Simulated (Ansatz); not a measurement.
# ZnSnP₂: a jump of H

Level of theory: Ansatz, DFT PBE, scalar-relativistic, plane waves, PAW. Settings: 420 eV cutoff, 2×2×2 k-mesh, shifted by half a step, Gaussian smearing of 0.02 eV, no spin polarisation.

Host crystal, relaxed:

```
Zn Sn P
1.0
    -2.85117    2.85117    5.71699
     2.85117   -2.85117    5.71699
     2.85117    2.85117   -5.71699
Zn Sn P
2 2 4
Cartesian
  0.0000 2.8512 2.8585
  0.0000 0.0000 0.0000
  2.8512 0.0000 2.8585
  0.0000 0.0000 5.7170
  1.2989 1.4256 1.4292
  -1.4256 1.5523 4.2877
  4.2768 1.2989 -1.4292
  1.5523 1.4256 7.1462
```

In a supercell of 16 host sites with charge +1, interstitial H hops to an equivalent place, moving 2.29 Å between the relaxed ends. Climbing-image nudged elastic band at fixed cell with images 0 (start) to 4 (end), the path measured over all atoms, converged to 0.05 eV/Å; the order of the saddle wasn't checked, and the small cell leaves errors of about a tenth of an eV. Zero-point motion and tunnelling, which matter for H, are left out.

Supercell rows in host cell vectors: 0 1 0; -1 0 0; 1 1 2. H was set at (0.000, 0.500, 0.464) of the host cell.

At the relaxed start H has 1 P at 1.43 Å, 1 Zn at 1.95 Å, 1 Sn at 3.02 Å, 1 P at 3.02 Å, 1 Sn at 3.11 Å, 1 P at 3.12 Å.

Question: What barrier does the band give, and what surrounds the atom at the top?

Answer: 0.79 eV at image 2, where H has 1 Zn at 1.77 Å, 2 P at 1.88 Å.

Cost: 1 run of about 3.4 core-minutes, on Intel Xeon Platinum 8581C (Emerald Rapids) (shared hosts).